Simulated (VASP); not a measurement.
# Sb (I4/mmm) in VASP: further runs, part 2 of 2

VASP 6.6.1.

## (3) Single point, r2SCAN

File INCAR:

```
ADDGRID = False
ALGO = Normal
EDIFF = 1E-6
ENCUT = 350
ISIF = 2
ISMEAR = 0
LASPH = True
LCHARG = False
LMIXTAU = True
LREAL = False
LWAVE = False
METAGGA = R2SCAN
NBANDS = 8
NELM = 100
PREC = Accurate
SIGMA = 0.05
```

File KPOINTS:

```
k-points
0
Gamma
  5 5 5
```

File POSCAR:

```
Sb
1.0
   -1.5765401831      1.5765401831      2.7119384313
    1.5765401831     -1.5765401831      2.7119384313
    1.5765401831      1.5765401831     -2.7119384313
Sb
1
Direct
    0.0000000000      0.0000000000      0.0000000000
```

Potentials or basis: VASP PAW PBE potentials, release 64 (Sb).

Run with:

```
cat potpaw_PBE.64/Sb/POTCAR > POTCAR
mpirun -np 1 vasp_std > vasp.out
```

OUTCAR:

```text
EDIFF = 1E-6
   ENCUT = 350
   ISIF = 2
   ISMEAR = 0
   LASPH = True
   LREAL = False
   METAGGA = R2SCAN
   NELM = 100
   PREC = Accurate

 Found     18 irreducible k-points:

 Following reciprocal coordinates:
            Coordinates               Weight
  0.000000  0.000000  0.000000      1.000000
  0.200000 -0.000000  0.000000      8.000000
  0.400000  0.000000 -0.000000      8.000000
  0.200000  0.200000  0.000000      8.000000
  0.400000  0.200000  0.000000     16.000000
 -0.400000  0.200000 -0.000000     16.000000
   k-points           NKPTS =     18   k-points in BZ     NKDIM =     18   number of bands    NBANDS=      8
   number of dos      NEDOS =    301   number of ions     NIONS =      1
   total plane-waves  NPLWV =  13824
   dimension x,y,z NGX =    24 NGY =   24 NGZ =   24
   dimension x,y,z NGXF=    48 NGYF=   48 NGZF=   48
   ions per type =               1
   NGX,Y,Z   is equivalent  to a cutoff of  11.36, 11.36, 11.36 a.u.
   NGXF,Y,Z  is equivalent  to a cutoff of  22.73, 22.73, 22.73 a.u.
 SYSTEM =  unknown system
   PREC   = accura    normal or accurate (medium, high low for compatibility)
   ISTART =      0    job   : 0-new  1-cont  2-samecut
   ICHARG =      2    charge: 1-file 2-atom 10-const
   ISPIN  =      1    spin polarized calculation?
   LNONCOLLINEAR =      F non collinear calculations
   LSORBIT =      F    spin-orbit coupling
   LASPH  =      T    aspherical Exc in radial PAW
   ENCUT  =  350.0 eV  25.72 Ry    5.07 a.u.   5.36  5.36  5.36*2*pi/ulx,y,z
   NELM   =    100;   NELMIN=  2; NELMDL= -5     # of ELM steps
   EDIFF  = 0.1E-05   stopping-criterion for ELM
   LREAL  =      F    real-space projection
   EDIFFG = 0.1E-04   stopping-criterion for IOM
   NSW    =      0    number of steps for IOM
   IBRION =     -1    ionic relax: 0-MD 1-quasi-New 2-CG
   NFREE  =      0    steps in history (QN), initial steepest desc. (CG)
   ISIF   =      2    stress and relaxation
   ISYM   =      2    0-nonsym 1-usesym 2-fastsym
   POTIM  = 0.5000    time-step for ionic-motion
   TEBEG  =    0.0;   TEEND  =   0.0 temperature during run
   PSTRESS=    0.0 pullay stress
   NELECT =       5.0000    total number of electrons
   NUPDOWN=      -1.0000    fix difference up-down
   EMIN   =  10.00;   EMAX   =-10.00  energy-range for DOS
   EFERMI =   0.00;   METHOD = LEGACY
   ISMEAR =     0;   SIGMA  =   0.05  broadening in eV -4-tet -1-fermi 0-gaus
   EFERMI_NEDOS =   21; number of points for ismear=-14 and -15
   IALGO  =     38    algorithm
   IMIX   =      4    mixing-type and parameters
     AMIX     =   0.40;   BMIX     =  1.00
     AMIX_MAG =   1.60;   BMIX_MAG =  1.00
  volume/ion in A,a.u.               =      26.96       181.95
  Fermi-wavevector in a.u.,A,eV,Ry     =   0.933573  1.764197 11.858269  0.871558
  Thomas-Fermi vector in A             =   2.060288
   LORBIT       =      0    0 simple, 1 ext, 2 COOP (PROOUT), +10 PAW based schemes
   METAGGA = R2SCAN    functional components
   LHFCALC =     F    Hartree Fock is set to
   AEXX    =    0.0000 exact exchange contribution
   IVDW    =     0    specifies the selected vdW correction
   LEPSILON=     F    determine dielectric tensor
   LRPA    =     F    only Hartree local field effects (RPA)
 non-spin polarized calculation
 Gauss-broadening in eV      SIGMA  =   0.05
  energy-cutoff  :      350.00
  volume of cell :       26.96
 maximum number of plane-waves:       405
 NGX is ok and might be reduce to    24
   NGX = 11   NGY = 11   NGZ = 11

 number of electron       5.0000001 magnetization

 Free energy of the ion-electron system (eV)
  ---------------------------------------------------
  ext. energy  EPLUGINS =         0.00000000
  ---------------------------------------------------
  free energy    TOTEN  =       -25.17826974 eV

  energy without entropy =      -25.17314898  energy(sigma->0) =      -25.17570936

 E-fermi :   8.6503     XC(G=0): -10.7925

 val. band max:        8.6448030813   @ k =   0.4000   0.4000  -0.0000
 cond. band min:       8.6681680823   @ k =   0.4000   0.2000   0.0000
 fundamental gap:      0.0233650010
 Fermi energy:         8.6502512762

 k-point     1 :       0.0000    0.0000    0.0000
  band No.  band energies     occupation
      1      -5.1383      2.00000
      2      13.3313      0.00000
      3      14.1854      0.00000
      4      14.1854      0.00000
      5      18.1565      0.00000
      6      19.6739      0.00000
      7      19.7352      0.00000
      8      19.7352      0.00000
[... 45 lines left out ...]
 k-point     6 :      -0.4000    0.2000   -0.0000
  band No.  band energies     occupation
      1      -1.8376      2.00000
      2       5.4335      2.00000
      3       9.7210      0.00000
      4      10.7180      0.00000
      5      15.1585      0.00000
      6      17.3547      0.00000
      7      18.8494      0.00000
      8      23.6986      0.00000

 [... further k-points ...]

------------------------ aborting loop because EDIFF is reached ----------------------------------------

  FORCE on cell =-STRESS in cart. coord.  units (eV):
  Direction    XX          YY          ZZ          XY          YZ          ZX
  --------------------------------------------------------------------------------------
  -------------------------------------------------------------------------------------
  Total        0.0558579      0.0558579      0.3400436      0.0000000      0.0000000      0.0000000
  in kB        3.3192934      3.3192934     20.2066939      0.0000000      0.0000000      0.0000000
  external PRESSURE =       8.9484269 kB  Pullay stress =       0.0000000 kB

 VOLUME and BASIS-vectors are now :
 -----------------------------------------------------------------------------
  energy-cutoff  :      350.00
  volume of cell :       26.96
      direct lattice vectors                 reciprocal lattice vectors
    -1.576540183  1.576540183  2.711938431     0.000000000  0.317150178  0.184369967
     1.576540183 -1.576540183  2.711938431     0.317150178  0.000000000  0.184369967
     1.576540183  1.576540183 -2.711938431     0.317150178  0.317150178  0.000000000

 POSITION                                       TOTAL-FORCE (eV/Angst)
 -----------------------------------------------------------------------------------
      0.00000      0.00000      0.00000        -0.000000      0.000000      0.000000
 -----------------------------------------------------------------------------------
    total drift:                                0.000000     -0.000000     -0.000000

  FREE ENERGIE OF THE ION-ELECTRON SYSTEM (eV)
  ---------------------------------------------------
  free  energy   TOTEN  =       -25.1782697368 eV

  energy  without entropy=      -25.1731489794  energy(sigma->0) =      -25.17570936
```

OSZICAR:

```text
N       E                     dE             d eps       ncg     rms          rms(c)
DAV:   1    -0.178158529870E+02   -0.17816E+02   -0.12945E+03   288   0.301E+02
DAV:   2    -0.257198872583E+02   -0.79040E+01   -0.76552E+01   416   0.480E+01
DAV:   3    -0.258022684103E+02   -0.82381E-01   -0.81491E-01   312   0.559E+00
DAV:   4    -0.258025211960E+02   -0.25279E-03   -0.25278E-03   488   0.409E-01
DAV:   5    -0.258025215700E+02   -0.37398E-06   -0.37349E-06   320   0.860E-03    0.150E+00
DAV:   6    -0.250601210513E+02    0.74240E+00   -0.12060E-01   320   0.245E+00    0.977E-01
DAV:   7    -0.252305153899E+02   -0.17039E+00   -0.10522E-01   296   0.221E+00    0.153E-01
DAV:   8    -0.251779551326E+02    0.52560E-01   -0.55531E-02   296   0.166E+00    0.704E-02
DAV:   9    -0.251777047748E+02    0.25036E-03   -0.32790E-04   416   0.136E-01    0.780E-02
DAV:  10    -0.251770142688E+02    0.69051E-03   -0.70859E-04   312   0.190E-01    0.516E-02
DAV:  11    -0.251776163591E+02   -0.60209E-03   -0.70204E-04   320   0.215E-01    0.639E-02
DAV:  12    -0.251780834115E+02   -0.46705E-03   -0.11961E-04   288   0.795E-02    0.480E-02
DAV:  13    -0.251781466315E+02   -0.63220E-04   -0.12610E-05   376   0.280E-02    0.439E-02
DAV:  14    -0.251782593857E+02   -0.11275E-03   -0.95308E-05   320   0.803E-02    0.788E-03
DAV:  15    -0.251782695282E+02   -0.10142E-04   -0.11314E-05   352   0.311E-02    0.957E-03
DAV:  16    -0.251782697368E+02   -0.20855E-06   -0.34914E-07   208   0.424E-03
   1 F= -.25178270E+02 E0= -.25175709E+02  d E =-.512076E-02
```

stdout:

```text
POSCAR found type information on POSCAR Sb
 POSCAR found :  1 types and       1 ions
 scaLAPACK will be used
 -----------------------------------------------------------------------------
|                                                                             |
|                                                                             |
|     You enforced a specific xc type in the INCAR file but a different       |
|     I HOPE YOU KNOW WHAT YOU ARE DOING!                                     |
|                                                                             |
 -----------------------------------------------------------------------------

 LDA part: xc-table for (None), standard interpolation
 POSCAR, INCAR and KPOINTS ok, starting setup
 FFT: planning ... GRIDC
 FFT: planning ... GRID_SOFT
 FFT: planning ... GRID
 WAVECAR not read
 entering main loop
```

It took 10 s on 1 thread of Intel Xeon Platinum 8375C at 2.90GHz (Ice Lake), shared host; peak memory 0.13 GiB.

The run converged, but some of its settings lie outside the range that counts as converged, so its numbers aren't taken as properties of the crystal.

What came out:

```yaml
Free_energy: -25.1783 eV
Pressure: 0.9 GPa
Band_gap_on_the_k_mesh: none (metal or under the smearing width)
```

Caveat: the k mesh is coarse (spacing up to 0.56 Å⁻¹), so the values aren't converged; the PAW data sets were made with another functional, which shifts forces and pressure a little.

## (4) Single point, r2SCAN

INCAR is that of step 3.

KPOINTS is that of step 3.

File POSCAR:

```
Sb
1.0
   -1.5638750000      1.6131910000      2.7402030000
    1.6104090000     -1.5604430000      2.7365900000
    1.5281950000      1.5247630000     -2.7095380000
Sb
1
Direct
    0.0004760000      0.0218010000      0.0165680000
```

Run with:

```
cat potpaw_PBE.64/Sb/POTCAR > POTCAR
mpirun -np 1 vasp_std > vasp.out
```

It took 23 s on 1 thread of Intel Xeon Platinum 8375C at 2.90GHz (Ice Lake), shared host; peak memory 0.14 GiB.

The run converged, but some of its settings lie outside the range that counts as converged, so its numbers aren't taken as properties of the crystal.

What came out:

```yaml
Free_energy: -25.1976 eV
Pressure: 0.8 GPa
Band_gap_on_the_k_mesh: none (metal or under the smearing width)
```

Caveat: the k mesh is coarse (spacing up to 0.57 Å⁻¹), so the values aren't converged; the PAW data sets were made with another functional, which shifts forces and pressure a little.

## (5) Single point, r2SCAN

INCAR, as its differences from that of step 4:

```diff
@@ -3,3 +3,3 @@
 EDIFF = 1E-6
-ENCUT = 350
+ENCUT = 600
 ISIF = 2
```

File KPOINTS:

```
k-points
0
Gamma
  4 4 4
```

File POSCAR:

```
Sb
1.0
   -1.5765401831      1.5765401831      2.7119384313
    1.5765401831     -1.5765401831      2.7119384313
    1.5765401831      1.5765401831     -2.7119384313
Sb
1
Direct
    0.0000000000      0.0000000000      0.0000000000
```

Run with:

```
cat potpaw_PBE.64/Sb/POTCAR > POTCAR
mpirun -np 1 vasp_std > vasp.out
```

Run time: 16 s. Hardware: 1 thread of Intel Xeon Platinum 8375C at 2.90GHz (Ice Lake), shared host; peak memory 0.16 GiB.

The run converged, but some of its settings lie outside the range that counts as converged, so its numbers aren't taken as properties of the crystal.

What came out:

- Free energy: -25.2365 eV
- Pressure: 0.0 GPa
- Band gap on the k mesh: none (metal or under the smearing width)

Caveat: the k mesh is coarse (spacing up to 0.70 Å⁻¹), so the values aren't converged; the PAW data sets were made with another functional, which shifts forces and pressure a little.

## (6) Single point, r2SCAN

INCAR is that of step 5.

KPOINTS is that of step 5.

File POSCAR:

```
Sb
1.0
   -1.5638750000      1.6131910000      2.7402030000
    1.6104090000     -1.5604430000      2.7365900000
    1.5281950000      1.5247630000     -2.7095380000
Sb
1
Direct
    0.0004760000      0.0218010000      0.0165680000
```

Potentials or basis: VASP PAW PBE potentials, release 64 (Sb).

Run with:

```
cat potpaw_PBE.64/Sb/POTCAR > POTCAR
mpirun -np 1 vasp_std > vasp.out
```

It took 34 s on 1 thread of Intel Xeon Platinum 8375C at 2.90GHz (Ice Lake), shared host; peak memory 0.16 GiB.

The run converged, but some of its settings lie outside the range that counts as converged, so its numbers aren't taken as properties of the crystal.

Results:

- Free energy: -25.2311 eV
- Pressure: 0.1 GPa
- Band gap on the k mesh: none (metal or under the smearing width)

Caveat: the k mesh is coarse (spacing up to 0.72 Å⁻¹), so the values aren't converged; the PAW data sets were made with another functional, which shifts forces and pressure a little.

## (7) For comparison

An earlier run on the cell as given: functional PBEsol; potentials or basis VASP PAW PBE potentials, release 64 (Sb); cutoff 520 eV; k mesh 12 × 12 × 12; occupations fermi-dirac, width 0.05 eV; no spin polarisation.

- Pressure: -1.3 GPa
- Band gap on the k mesh: none (metal or under the smearing width)
